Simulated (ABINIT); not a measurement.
Runs of ABINIT 10.8.3 (patched build) on GaN. Symmetry: Fm-3m, No. 225, cubic system. The conventional cell has a = 4.270 Å, b = 4.270 Å, c = 4.270 Å, α = 90.00°, β = 90.00°, γ = 90.00°. Ga (site symmetry m-3m) is surrounded by 6 N at 2.14 Å. N (site symmetry m-3m) has 6 Ga at 2.14 Å as nearest neighbours. Measurements of this composition are mostly on another form, of space group No. 186.

| task | level | potentials or basis | cutoff (eV) | fine-grid cutoff | gap on the mesh (eV) | pressure (GPa) |
| --- | --- | --- | --- | --- | --- | --- |
| single point | PBE | JTH PAW PBE v2.0 | 707 | 1306.15 eV | 0.54 | -0.1 |
| band structure | LDA | JTH PAW LDA v2.0 | 707 | 1306.15 eV | 0.33 | -13.5 |
| band structure | PBEsol | JTH PAW PBE v2.0 | 707 | 1306.15 eV | (b) | (a) |
| band structure | r2SCAN | JTH PAW PBE v2.0 | 844 | 1442.2 eV | 1.03 | -5.6 |

Alike in all rows: no spin polarisation; cell as given; k mesh 11 × 11 × 11; smearing fermi-dirac 0.05 eV.

Problem. Fill in the values left out.

Solution. (a) -7.2; (b) 0.46.

Caveats: the mesh misses the band edges, which the band path finds closer together (some runs); the PAW data sets were made with another functional, which shifts forces and pressure a little (some runs); an odd mesh through Γ misses points on the zone boundary, where band edges often lie (some runs).

A k mesh can miss the band edges, and the runs leave out spin-orbit coupling on Ga.
